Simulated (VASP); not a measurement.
Write the native input for VASP 6.6.1 that does the following.

```
Task                   : relaxation of the atoms
Functional             : PBE
Potentials or basis    : VASP PAW PBE potentials, release 64 (Cd, Te)
Cutoff                 : 300 eV
k mesh                 : 4 × 4 × 4
Occupations            : gaussian, width 0.03 eV
Spin                   : no spin polarisation
Further INCAR settings : ALGO = Normal; EDIFF = 1e-07; IBRION = 2; EDIFFG = -0.01; NSW = 40
```

The structure of CdTe lies in POSCAR:

```
CdTe                                    
1.0
   -0.0000000000      3.3824131962      3.3824131962
    3.3824131962      0.0000000000      3.3824131962
    3.3824131962      3.3824131962     -0.0000000000
  Cd              Te            
     1     1
Direct
     0.0000000000000000    0.0000000000000000    0.0000000000000000
     0.2500000000000000    0.2500000000000000    0.2500000000000000
```

The cell isn't the ideal one: a relaxed cell with its volume scaled by 1.06.

One way to write it, as run:

INCAR

```
PREC = Accurate
ENCUT = 300
EDIFF = 1E-7
ISMEAR = 0
SIGMA = 0.03
LREAL = False
LASPH = True
NELM = 80
ALGO = Normal
ISIF = 2
LWAVE = False
LCHARG = False
GGA = PE
IBRION = 2
NSW = 40
EDIFFG = -0.01
```

KPOINTS

```
Automatic mesh
0
Gamma
  4 4 4
```

Potentials or basis: VASP PAW PBE potentials, release 64 (Cd, Te).

The run is started by

```sh
$ cat potpaw_PBE.64/Cd/POTCAR potpaw_PBE.64/Te/POTCAR > POTCAR
$ mpirun -np 1 vasp_std > vasp.out
```

It gave:

```yaml
Band_gap_on_the_k_mesh: 0.37 eV, direct
```

Caveat: the relaxation stopped at its first step, so nothing moved; spin-orbit coupling is left out, which moves the levels of the heavy elements.

Run time: 7.5 s on 1 thread of Intel(R) Xeon(R) Platinum 8488C (Sapphire Rapids) (shared host), peak memory 0.15 GiB.
